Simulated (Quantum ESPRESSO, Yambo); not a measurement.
# A GW run on BN (Qingsongite) in Yambo, with inputs changed

A base run on BN (Qingsongite), then changed inputs.

Calculated with Yambo 5.3.0; PBE and many-body steps on it, plane waves.

Report form: the programs' logs are mostly left out.

## 1. The structure

Symmetry: F-43m, No. 216, cubic system. Conventional cell: a = 3.615 Å, b = 3.615 Å, c = 3.615 Å, α = 90.00°, β = 90.00°, γ = 90.00°. B has 4 N at 1.57 Å nearest. Nearest to N lie 4 B at 1.57 Å. Farther neighbours and most contacts between anions are not listed.

Structure file:

```xyz
2
Lattice="0.0000 1.8075 1.8075 1.8075 0.0000 1.8075 1.8075 1.8075 0.0000" Properties=species:S:1:pos:R:3 pbc="T T T"
B     0.0000    0.0000    0.0000
N     0.9037    0.9038    0.9037
```

The cell and positions come from the Crystallography Open Database and are kept as given unless a step says otherwise.

## 2. Base

This step: Yambo 5.3.0; G0W0 on PBE, plane waves, norm-conserving pseudopotentials.

Now the one-shot GW correction: screening in the RPA, then the self-energy of the levels asked for.

Contents of gw2.in:

```
HF_and_locXC
gw0
dyson
ppa
em1d
rim_cut
RandQpts= 1000000
RandGvec= 1 RL
EXXRLvcs= 72 Ry
VXCRLvcs= 288 Ry
Chimod= "HARTREE"
% BndsRnXp
 1 | 60 |
%
NGsBlkXp= 17 Ry
% LongDrXp
 1 | 1 | 1 |
%
% GbndRnge
 1 | 60 |
%
DysSolver= "n"
ExtendOut
PPAPntXp= 27.21138 eV
% QPkrange
 1 | 1 | 3 | 6 |
 31 | 31 | 3 | 6 |
%
```

On the command line:

```
$ OMP_NUM_THREADS=1 mpirun -n 8 yambo -F gw2.in -J gw2 -C gw2 > gw2.log
```

Run time: 2.9 min. Hardware: 8 MPI ranks of Arm Neoverse V1, shared host; peak memory 2.6 GiB; 23 min of CPU time.

Numbers from this step:

```yaml
g0w0_gap_on_the_points_computed: 5.993 eV
starting_gap_on_the_mesh: 4.535 eV
k_of_the_valence_top: 0, 0, 0
k_of_the_conduction_bottom: 0, -0.5, -0.5
least_direct_g0w0_gap_on_the_computed_points: 10.92 eV
z_at_the_valence_top: 0.8268
z_at_the_conduction_bottom: 0.8537
```

The gap on the mesh goes from 4.53 eV to 5.99 eV, a correction of +1.46 eV.

## 3. Fewer bands in the self-energy

gw7.in, as its differences from gw2.in of step 2:

```diff
@@ -19,3 +19,3 @@
 % GbndRnge
- 1 | 60 |
+ 1 | 14 |
 %
```

On the command line:

```
$ OMP_NUM_THREADS=1 mpirun -n 8 yambo -F gw7.in -J gw7,gw2_W -C gw7 > gw7.log
```

Run time: 15 s. Hardware: 8 MPI ranks; peak memory 2.6 GiB; 2 min of CPU time.

This step gave:

- G0W0 gap on the points computed: 5.764 eV
- starting gap on the mesh: 4.535 eV
- k of the valence top: 0, 0, 0
- k of the conduction bottom: 0, -0.5, -0.5
- least direct G0W0 gap on the computed points: 10.91 eV
- Z at the valence top: 0.8329
- Z at the conduction bottom: 0.8585

## 4. Exchange cutoff of one rydberg

gw8.in, as its differences from gw7.in of step 3:

```diff
@@ -8,3 +8,3 @@
 RandGvec= 1 RL
-EXXRLvcs= 72 Ry
+EXXRLvcs= 1 Ry
 VXCRLvcs= 288 Ry
@@ -19,3 +19,3 @@
 % GbndRnge
- 1 | 14 |
+ 1 | 60 |
 %
```

On the command line:

```
$ OMP_NUM_THREADS=1 mpirun -n 8 yambo -F gw8.in -J gw8,gw2_W -C gw8 > gw8.log
```

Run time: 46 s. Hardware: 8 MPI ranks; peak memory 2.6 GiB.

The run ended normally, though the input holds a fault or crude settings.

The fault put into this input: exchange cutoff of one rydberg. It printed a gap of 3.63 eV, an artefact of the input.

## 5. The runs together

Times are wall times on 8 MPI ranks of Arm Neoverse V1, shared host, good to a factor of about two.

| run | mesh | bands | screening cutoff (eV) | DFT gap (eV) | gap on the mesh (eV) | direct (eV) | time |
| --- | --- | --- | --- | --- | --- | --- | --- |
| base | 10×10×10 | 60 | 231.3 | 4.535 | 5.993 | 10.922 | 2.9 min |
| fewer bands in the self-energy | 10×10×10 | 14 | 231.3 | 4.535 | 5.764 | 10.909 | 15 s |

## 6. Outcome

```json
{"base": "5.993 eV", "fewer bands in the self-energy": "5.764 eV", "known limits": "not at the basis limit"}
```

**Reading.** Fewer bands in the self-energy: −0.228 eV against base (keys changed: GbndRnge). Bands and cutoff are finite, so the gap is not at the basis limit. The miss can reach some tenths of an eV and take either sign; the mesh is an error of its own. In the G0W0 runs levels were corrected at 2 k points alone, so a gap called «on the mesh» is the least over those, and an edge elsewhere would be missed.

[Paths, hosts, dates, memory and timing lines, banners, echoed tables and standing remarks are left out of the program output.]

[Logs are printed without paths, hosts, clocks, repeated set-up lines and the standing remarks that a program may print on its own settings, such as how far it seeks lower states.]

[Runs of the session that timed out or met a known fault of the program may be left out.]

[Hosts, paths, dates, database ids (printed as entryN), source tags and the programs' standing remarks are cut or masked in the printed files.]
